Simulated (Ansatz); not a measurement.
# V(110) / 1 layer Mo(110) / V(110): resistance against film thickness

Aim: what a thin film of another metal adds to the resistance, first V(110) / 1 layer Mo(110) / V(110).

Main program and level: Ansatz 0.2.0; Ansatz plane-wave DFT, PBE, PAW files; ballistic transport by layer matching (Landauer), zero bias.

### Step 1. Starting point

The cell holds 9 atoms: 8 V and 1 Mo. Cell: a = 2.621 Å, b = 2.621 Å, c = 19.583 Å, α = 87.4°, β = 87.4°, γ = 109.5°. It derives from V and Mo. Regions: lead, 8 atoms (8 V); films, 1 atom (1 Mo). The structure is stacked along c, and the current runs across the ab planes.

### Step 2. With 1 layer

The film is laid into the lead at the lead's in-plane lattice, and the cell closes on the lead's own image. The mesh across the current, 30×30, is finer than the density's, because channels open and close sharply across the zone. Energies from -1 to 1 eV in steps of 0.036 eV cover the slope of the Fermi function at 300 K, so the program can form a conductance.

File input.yaml:

```yaml
crystal:
  lattice:
    - [1.513, -2.1397051199, 0.0]
    - [1.513, 2.1397051199, 0.0]
    - [1.513, 0.0, 19.5244264433]
  atoms:
    - { symbol: V, position: [0.9726022026, 0.9726022026, 0.0547955948] }
    - { symbol: V, position: [0.4178066078, 0.4178066078, 0.1643867844] }
    - { symbol: V, position: [0.863011013, 0.863011013, 0.273977974] }
    - { symbol: V, position: [0.3082154182, 0.3082154182, 0.3835691635] }
    - { symbol: Mo, position: [0.75, 0.75, 0.5] }
    - { symbol: V, position: [0.1917845818, 0.1917845818, 0.6164308365] }
    - { symbol: V, position: [0.636988987, 0.636988987, 0.726022026] }
    - { symbol: V, position: [0.0821933922, 0.0821933922, 0.8356132156] }
    - { symbol: V, position: [0.5273977974, 0.5273977974, 0.9452044052] }
kpoints:
  mp_grid: { grid: [15, 15, 2] }
hamiltonian:
  xc: pbe
scf:
  occupations: { method: fermi_dirac, width: 0.1 }
output:
  transmission: { leads: [[0, 1]], kmesh: [30, 30], e_range: [-1.0, 1.0], de: 0.036 }
  write_potential: true
  write_density: true
  volumetric_format: npy
  elf: true
```

Run with:

```
$ ansatz run input.yaml --threads 4 --pin off --max-ram 8192MiB --backend cpu --events-out ev --progress --plain --runs-dir out
```

Numbers of over 12 decimals in the logs are rounded to 6 here.

What it wrote:

```text
Warning: crystal.symmetry: narrowed to the stabiliser of the k-point mesh — unitary ops 8 → 4; excluded 4 operations that carry a point of the 15×15×2 mesh (shift [0, 0, 0]) off the mesh (the run samples exactly the mesh kpoints.mp_grid names, as under crystal.symmetry.detect: false, and its converged state has the mesh's symmetry, not the crystal's; ε∞, the Born charges and the force constants of a linear response (`dielectric:` by the response, `phonons.method: dfpt`) are averaged over those of the crystal's operations that the state keeps within a tolerance, where `mesh_tensors`, `unaveraged_element` or `gamma_mean_max_change_ev_ang2` stands beside them; [rest of the remark cut]
Engine: ansatz 0.2.0, aarch64-unknown-linux-gnu
Pseudopotentials: kind: paw
Pseudopotential: V, paw, valence charge 13, recommended cutoff 420 eV (normal), V.paw.azcp
Pseudopotential: Mo, paw, valence charge 14, recommended cutoff 420 eV (normal), Mo.paw.azcp
Functional definition: PBE
  parameter kappa = 0.804
  parameter beta = 0.066725
  exchange = pbe_x(kappa = kappa, mu = beta*pi^2/3)
  correlation = pbe_c(beta = beta)
Crystal: 9 atoms, lattice volume = 126.416 Å³
Basis set: ecut = 420 eV, 2475 PW (Γ)
Bands: 71, of which v1, the nominal top of the filled ones, is band 59 counted from 1 (58 counted from 0)
Symmetry: 4 space group operations
k-points: 128 of 450
Non-local potential: V, projectors of the file, l = 0: 3, l = 1: 2, l = 2: 3, l = 3: 1
Non-local potential: Mo, projectors of the file, l = 0: 3, l = 1: 2, l = 2: 2, l = 3: 1
PAW form: soft (Blöchl's): semilocal exchange-correlation on the pseudo side does not see the compensation charge
PAW one-centre angular grid: V, 590 points (default); XC on 64 Gauss nodes
PAW one-centre angular grid: Mo, 590 points (default); XC on 64 Gauss nodes
Initial density: superposition of atomic densities (neutral atoms: chi_scale 0, normalization atom), corrected by the library's trained network
Initial wavefunctions: pseudopotential atomic-orbital guess
Functional: x = pbe(κ = 0.804, μ = 0.219515), c = pbe(β = 0.066725)
SCF iter   1: F=—  HF=-28255.648259 eV  |F-HF|=—  |Δ(HF+E_count)|=         —  Δρ=8.25e-3  dr2=1.91e0  ethr=1.77e-3  ⟨swp⟩=5.0  Hψ=30208  notcnv=0
preconditioner: auto → Kerker (q_TF=auto, 2.697 Å⁻¹)  [metal: Δε(μ)=0.003 eV  Ē_g=3.116 eV  σ=0.100 eV  W_gap=0.01  n_scr=40 (ndim 8)  ℏωp=22.4 eV  f_vac=0.000  D(μ)=14.33/eV (n_scr^D=188)]
SCF iter   2: F=—  HF=-28255.642301 eV  |F-HF|=—  |Δ(HF+E_count)|=   5.96e-3  Δρ=4.18e-3  dr2=5.06e-1  ethr=1.62e-3  ⟨swp⟩=1.0  Hψ=10498  notcnv=0
SCF iter   3: F=—  HF=-28255.639496 eV  |F-HF|=—  |Δ(HF+E_count)|=   2.81e-3  Δρ=7.09e-4  dr2=6.25e-4  ethr=4.29e-4  ⟨swp⟩=1.0  Hψ=9178  notcnv=0
SCF iter   4: F=—  HF=-28255.639476 eV  |F-HF|=—  |Δ(HF+E_count)|=   1.96e-5  Δρ=2.41e-4  dr2=8.47e-5  ethr=5.30e-7  ⟨swp⟩=2.0  Hψ=11977  notcnv=0
SCF iter   5: F=—  HF=-28255.639479 eV  |F-HF|=—  |Δ(HF+E_count)|=   2.97e-6  Δρ=9.70e-5  dr2=7.90e-6  ethr=7.17e-8  ⟨swp⟩=1.1  Hψ=9102  notcnv=0
SCF iter   6: F=—  HF=-28255.639479 eV  |F-HF|=—  |Δ(HF+E_count)|=   1.80e-7  Δρ=3.04e-5  dr2=2.73e-6  ethr=6.69e-9  ⟨swp⟩=2.1  Hψ=12123  notcnv=0
SCF iter   7: F=—  HF=-28255.639479 eV  |F-HF|=—  |Δ(HF+E_count)|=   1.25e-7  Δρ=6.20e-6  dr2=1.64e-7  ethr=2.32e-9  ⟨swp⟩=1.5  Hψ=9746  notcnv=0
SCF iter   8: F=-28255.639479 eV  HF=-28255.639479 eV  |F-HF|=6.12e-9  |Δ(HF+E_count)|=  4.26e-10  Δρ=1.25e-6  dr2=6.91e-9  ethr=8.47e-11  ⟨swp⟩=5.5  Hψ=21126  notcnv=0
SCF 1 converged in 8 iterations: F = -28255.639479 eV  dr2 = 6.91e-9
  greatest PAW one-centre occupation: 1.000 electrons in one spin orbital (limit 2), on the V atom at site 6 (counted from 0), in its partial waves of l = 0
transmission: 627 of 6266 steps passed
transmission: 1259 of 6266 steps passed
[...]
transmission: 6266 of 6266 steps passed
SCF converged after 8 iterations
Free energy (F): -28255.639479 eV
Harris-Foulkes:  -28255.639479 eV  (|F-HF|=6.12e-9)
Internal energy: -28255.170699 eV  (E = F + TS)
E sigma→0 (E₀):  -28255.405089 eV
Entropy (-TS):   -0.468780 eV (-52.087 meV/atom)
Fermi energy:    16.608068 eV
--- Per-component energies (eV) ---
  E_band       = -1263.330109
  E_kinetic    = 3127.045456
  E_local      = -8105.704986  (includes V_loc(G=0)·N_el)
  E_nonlocal   = -222.821269
  E_hartree    = 3606.049856
  E_xc         = -1225.912692
  E_vxc        = -1550.412521  (∫ρ·V_xc dr)
  E_paw        = -12101.598949  (= ΣΔE_a)
  E_vpaw       = -1723.538329  (= ΣTr[D̂ρ^β])
  E_aug_tail   = 0.002142  (compensation charges beyond the density's cutoff)
  E_ewald      = -13332.230258
  E_smearing   = -0.468780  (= −TS)
  E_closure    = -0.000000  (closes the sum)
  Σ components = -28255.639479   (vs F -28255.639479, Δ=0.00e0)
--- Band table (eV; the first three rows and the last of 128) ---
  k-point 0: bands = [... 55 lower, 16.6739, 16.7908, 16.7982, 16.9239, 16.9500, 16.9686, 16.9797, 17.3084, ... 8 higher]
  k-point 1: bands = [... 55 lower, 16.7757, 16.8171, 16.9133, 16.9426, 16.9816, 17.0355, 17.0801, 17.0828, ... 8 higher]
  k-point 2: bands = [... 55 lower, 16.6153, 16.7266, 16.7818, 16.8258, 16.9133, 16.9446, 17.0331, 17.3519, ... 8 higher]
  k-point 127: bands = [... 55 lower, 16.3518, 17.4474, 17.5951, 17.6500, 17.6963, 17.9840, 18.0619, 18.2419, ... 8 higher]
--- Transmission ---
  basis      : 63 plane waves across, 26 finite elements along
  points     : 241, standing for a mesh of 30 x 30
  filling    : by the input's occupations and mesh, since the crystals that have channels conduct as metals do. If one of these is a semiconductor, that mesh has misplaced its level
  energies   : 56 from -1.000000 to 0.980000 eV about the Fermi level, 0.036000 eV apart; the leads are filled to 0.000000 eV, and channels, transmission and decay are at 0.008000 eV
  crystal 0  : V1, at the sites [0, 1], period 2.1397 Å, over 17.12 Å; its Hamiltonian steps by up to 6.4 meV
    offset         : up to 0.0000 Å between an atom of the period and one for which it stands
    filled         : 23.4 meV over the level at which it is neutral
    channels       : 1.670000e0 a spin
    conductance    : 2.0081e15 S/m² at 300 K; may be off by some 0.0 % by where its bands' edges are placed, 3.9 % from the k-mesh, 2.2 % from the distance to neutral
    slowest decay  : 0.0795 /Å at (0.5000, 0.1667)
  junction   : crystal 0 to crystal 0, 0.70 to 18.08 Å
    transmission   : 1.112945e0 a spin
    conductance    : 1.3345e15 S/m² at 300 K (1.3502e15 on every other point, 1.3305e15 on every other energy)
    error estimate : 0.3 % from the energy spacing and 0.1 % from band edges of the leads and from resonances (wavevectors taken as independent; lower de), 3.4 % from the k-mesh, 4.6 % from the steps of its leads' Hamiltonians or their offsets (lay more layers), 1.5 % from the distance to neutral
    resistance     : 2.5135e-4 Ω µm² beyond half of each lead's own
```

Wall time 4 min (4 threads of Arm Neoverse V1, shared host); peak memory 1.1 GiB.

Reading the cycles: dr2 is the Hartree energy of the density residual (eV), the measure of convergence; HF is the Harris–Foulkes estimate of the energy, which meets the free energy F at convergence.

This run has no spin polarisation, although V can carry a moment.

Numbers from this step:

- free energy: -28255.6395 eV
- energy at zero smearing: -28255.4051 eV
- Fermi energy: 16.61 eV
- cell area: 6.475 Å²
- step of the lead's potential: 6.4 meV
- ballistic conductance of the lead: 2.01e15 S/m²
- estimated errors of the lead's conductance: 0, 3.9, 2.2 % (band edges, k-mesh, distance from neutral)
- lead conductance per cell: 1.678 G₀
- conductance of the junction: 1.33e15 S/m²
- junction conductance per cell: 1.115 G₀
- estimated errors of the junction's conductance: 0.3, 0.1, 3.4, 4.6, 1.5 % (energy step, band edges, k-mesh, leads' steps, distance from neutral)
- area resistance that the stack adds (contact term taken off, spin by spin): 0.2514 fΩ m²

Per spin. The transmission, zone mean by energy, zero at the Fermi level:

energy (eV), transmission, zone mean and a bar from the least value:
```
   -1.000       0.74 ##########
   -0.892       0.78 ###########
   -0.820       0.83 #############
   -0.712       0.87 ###############
   -0.640       0.94 #################
   -0.532       0.95 ##################
   -0.424       0.95 ##################
   -0.352       1.04 #####################
   -0.244       1.23 #############################
   -0.208       1.26 ##############################
   -0.136       1.24 #############################
   -0.064       1.16 ##########################
    0.008       1.11 ########################
    0.044       1.09 #######################
    0.116       1.02 #####################
    0.224       0.89 ################
    0.332       0.75 ##########
    0.404       0.65 ######
    0.512       0.59 ####
    0.620       0.53 #
    0.692       0.52 #
    0.800       0.50 
    0.872       0.49 
    0.980       0.51 #
```

Per spin. The open channels, zone mean, lead by energy, zero at the Fermi level:

| energy (eV) | open channels, zone mean, lead |
| --- | --- |
| -1.000 | 1.33 |
| -0.892 | 1.39 |
| -0.820 | 1.54 |
| -0.712 | 1.49 |
| -0.640 | 1.60 |
| -0.532 | 1.52 |
| -0.424 | 1.49 |
| -0.352 | 1.70 |
| -0.244 | 1.99 |
| -0.136 | 1.93 |
| -0.064 | 1.79 |
| 0.008 | 1.67 |
| 0.044 | 1.62 |
| 0.116 | 1.51 |
| 0.224 | 1.30 |
| 0.332 | 1.07 |
| 0.404 | 0.844 |
| 0.512 | 0.727 |
| 0.620 | 0.66 |
| 0.692 | 0.667 |
| 0.800 | 0.649 |
| 0.872 | 0.598 |
| 0.980 | 0.669 |

Transmission over k1 and k2. At 0.0080 eV from the Fermi level.

Ten even steps from '0' (0.00) to '9' (2.29), each cell a mean:
```
777777343005877777787244467777
777777343200687777789344447777
777777333130067776689344444777
666666334140003544453444444446
443333333243000000124444444444
333223337657211011245444444443
001122246666534444568844436654
540011347654544566667743269987
887410002444433456666521067777
777872000344333334565400066777
777777000455432233455400077777
777776000456543323344300047777
777766001556654433444410003688
788887223666666544445663200016
057873345876555543556664332100
233444444565322221376674232222
444444444443100000045443333344
554444444434322320014143355555
776644444478667774003133377777
777774444398777778400224377777
777775444288777778830134377777
777777444018877777880044477777
```
Columns: k1 (b1) from -0.5 to 0.467; rows upwards: k2 (b2) from -0.5 to 0.467.

Open channels over k1 and k2. At 0.0080 eV from the Fermi level.

Ten even steps from '0' (0.00) to '9' (3.67), each cell a mean:
```
555555222203555555568222245555
555555222220555555588222225555
555555222250155555587222223555
444444222251003333662222222224
222222222255000000222222222222
222222227579544444555322222222
111333336687754666555532224444
330111559865778888755552268886
555510005757888888876552275555
555552005468888888888550055555
555555005488888888888550055555
555555005588888888887350035555
555556115568888888885650002555
557777225555788887755894400115
066662224555577765668774444400
222222222355555545698572222222
222222222233300000065332222222
332222222224422220035222233333
554422222268655553005222255555
555552222288555555504222255555
555553222286555555520222255555
555555222225555555550222255555
```
Columns: k1 (b1) from -0.5 to 0.467; rows upwards: k2 (b2) from -0.5 to 0.467.

Electrostatic potential energy in the ca plane at fractional y = 0.082, with atoms of V within 0.2 Å of it. With pseudopotentials it is smooth inside the atoms' cores, unlike the true potential.

Ten even steps from '0' (-15 eV) to '9' (18 eV), each cell a mean:
```
00028999998300169987898620379841158998999500
21159999999511279999999731379987789988899853
76689999999865689999999864689998899998899987
98999977799998999866799988899987789998999988
87899854589999999621379999999731158999999853
31379853479877898400159999999500017999999500
00048875688632588500158877898401106999998302
01028988898400168732378753588600017999998302
```
Columns run along c (16.0 Å, from fractional 0.03 to 0.85 of the cell; values clipped at the 3rd and 97th percentile), rows up along a (2.6 Å). Atoms in or near the plane, at fractional coordinates: V at (0.84, 0.08).

Valence density in the ca plane at fractional y = 0.082, with atoms of V within 0.2 Å of it. It is the smooth field of the valence electrons, not physical close to the nuclei.

Values in units of 1e0 e/Å³, 5 rows by 16 columns, each cell a mean:
```
4.9 0.7 0.2 0.3 2.3 1.2 0.3 0.3 0.6 1.1 0.3 1.0 0.4 0.3 0.3 2.5
0.6 0.3 0.3 0.2 0.6 0.4 0.3 0.3 0.4 0.7 0.3 0.3 0.2 0.3 0.3 0.3
0.3 0.2 0.5 0.3 0.3 0.2 0.6 0.7 0.3 0.3 0.3 0.9 0.3 0.3 0.2 0.5
1.7 0.4 0.6 0.4 0.4 0.3 1.6 1.9 0.3 0.3 0.4 6.0 0.9 0.2 0.3 3.8
7.7 1.0 0.3 0.3 1.8 0.9 0.8 1.1 0.4 0.6 0.5 6.7 1.1 0.2 0.3 8.2
```
Columns run along c (16.0 Å, from fractional 0.03 to 0.85 of the cell), rows up along a (2.6 Å). Atoms in or near the plane, at fractional coordinates: V at (0.84, 0.08).

ELF in the ca plane at fractional y = 0.082, with atoms of V within 0.2 Å of it. It is the smooth field of the valence electrons, not physical close to the nuclei.

Values, 5 rows by 16 columns, each cell a mean:
```
0.63 0.29 0.45 0.37 0.45 0.32 0.31 0.25 0.30 0.41 0.26 0.30 0.27 0.21 0.31 0.43
0.23 0.32 0.34 0.38 0.22 0.23 0.37 0.33 0.28 0.30 0.36 0.25 0.42 0.23 0.39 0.26
0.24 0.38 0.20 0.27 0.36 0.40 0.23 0.22 0.36 0.34 0.30 0.27 0.32 0.36 0.42 0.24
0.39 0.25 0.21 0.22 0.21 0.27 0.36 0.40 0.33 0.34 0.27 0.67 0.31 0.47 0.37 0.51
0.73 0.32 0.19 0.22 0.40 0.28 0.26 0.29 0.25 0.23 0.26 0.71 0.34 0.36 0.33 0.64
```
Columns run along c (16.0 Å, from fractional 0.03 to 0.85 of the cell), rows up along a (2.6 Å). Atoms in or near the plane, at fractional coordinates: V at (0.84, 0.08).

The lead's potential steps by 6.4 meV from period to period, small in itself. The program estimates the junction's conductance to 3.4 % from the k-mesh, 1.5 % from the leads' distance from neutral and 4.6 % from their steps.

By hand: 1/G − 1/G_lead = 1/1.335 − 1/2.008 = 0.251 fΩ m² with G in 10¹⁵ S/m².

### Step 3. With 3 layers, k-mesh 15×15×1, film layers 3

The stack now holds 3 film layers; the k-mesh follows the cell, and the energies span -0.27 to 0.27 eV.

System of this step: V(110) / 3 layers Mo(110) / V(110). The cell holds 11 atoms: 8 V and 3 Mo. Cell: a = 2.621 Å, b = 2.621 Å, c = 24.385 Å, α = 87.9°, β = 87.9°, γ = 109.5°. It derives from V and Mo. Regions: lead, 8 atoms (8 V); films, 3 atoms (3 Mo). The structure is stacked along c, and the current runs across the ab planes.

File input.yaml:

```yaml
crystal:
  lattice:
    - [1.513, -2.1397051199, 0.0]
    - [1.513, 2.1397051199, 0.0]
    - [1.513, 0.0, 24.3379974119]
  atoms:
    - { symbol: V, position: [0.978020941, 0.978020941, 0.0439581179] }
    - { symbol: V, position: [0.4340628231, 0.4340628231, 0.1318743537] }
    - { symbol: V, position: [0.8901047052, 0.8901047052, 0.2197905896] }
    - { symbol: V, position: [0.3461465873, 0.3461465873, 0.3077068254] }
    - { symbol: Mo, position: [0.7994450189, 0.7994450189, 0.4011099622] }
    - { symbol: Mo, position: [0.25, 0.25, 0.5] }
    - { symbol: Mo, position: [0.7005549811, 0.7005549811, 0.5988900378] }
    - { symbol: V, position: [0.1538534127, 0.1538534127, 0.6922931746] }
    - { symbol: V, position: [0.6098952948, 0.6098952948, 0.7802094104] }
    - { symbol: V, position: [0.0659371769, 0.0659371769, 0.8681256463] }
    - { symbol: V, position: [0.521979059, 0.521979059, 0.9560418821] }
kpoints:
  mp_grid: { grid: [15, 15, 1] }
hamiltonian:
  xc: pbe
scf:
  occupations: { method: fermi_dirac, width: 0.1 }
output:
  transmission:
    leads: [[0, 1]]
    kmesh: [30, 30]
    e_range: [-0.27, 0.27]
    de: 0.036
  write_potential: true
  write_density: true
  volumetric_format: npy
```

What it wrote:

```text
[...]
Crystal: 11 atoms, lattice volume = 157.582 Å³
Basis set: ecut = 420 eV, 3083 PW (Γ)
Bands: 88, of which v1, the nominal top of the filled ones, is band 73 counted from 1 (72 counted from 0)
Symmetry: 4 space group operations
k-points: 64 of 225
[...]
--- Transmission ---
  basis      : 63 plane waves across, 34 finite elements along
  points     : 241, standing for a mesh of 30 x 30
[...]
filled         : 23.1 meV over the level at which it is neutral
    channels       : 1.665556e0 a spin
[...]
slowest decay  : 0.0882 /Å at (0.5000, 0.1667)
  junction   : crystal 0 to crystal 0, 0.70 to 22.90 Å
    transmission   : 7.538377e-1 a spin
[...]
resistance     : 5.9910e-4 Ω µm² beyond half of each lead's own
[key lines of the parts left out:]
SCF converged after 8 iterations
Free energy (F): -38167.567512 eV
Fermi energy:    17.499835 eV
```

Elapsed: 2.3 min, on 4 threads; peak memory 1 GiB.

Numbers from this step:

```
free energy                                                                : -38167.5675 eV
energy at zero smearing                                                    : -38167.3180 eV
Fermi energy                                                               : 17.50 eV
step of the lead's potential                                               : 6.1 meV
estimated errors of the lead's conductance                                 : 0, 3.9, 2.1 % (band edges, k-mesh, distance from neutral)
lead conductance per cell                                                  : 1.679 G₀
conductance of the junction                                                : 9.12e14 S/m²
junction conductance per cell                                              : 0.7619 G₀
estimated errors of the junction's conductance                             : 0.1, 0.1, 5.3, 6.3, 1.4 % (energy step, band edges, k-mesh, leads' steps, distance from neutral)
area resistance that the stack adds (contact term taken off, spin by spin) : 0.5991 fΩ m²
```

Per spin. Table of transmission, zone mean by energy, zero at the Fermi level:

| energy (eV) | transmission, zone mean |
| --- | --- |
| -0.270 | 0.783 |
| -0.234 | 0.823 |
| -0.198 | 0.829 |
| -0.162 | 0.834 |
| -0.126 | 0.825 |
| -0.090 | 0.802 |
| -0.054 | 0.785 |
| -0.018 | 0.773 |
| 0.018 | 0.754 |
| 0.054 | 0.735 |
| 0.090 | 0.718 |
| 0.126 | 0.701 |
| 0.162 | 0.677 |
| 0.198 | 0.645 |
| 0.234 | 0.607 |
| 0.270 | 0.579 |

The conductance of the junction is 9.1e14 S/m², 32 % under the 1.3e15 S/m² of the last finished run.

[end of part 1 of 2]

[Logs are printed without paths, hosts, clocks, repeated set-up lines and the standing remarks that a program may print on its own settings, such as how far it seeks lower states.]

[Hosts, paths, dates, database ids (printed as entryN), source tags and the programs' standing remarks are cut or masked in the printed files.]
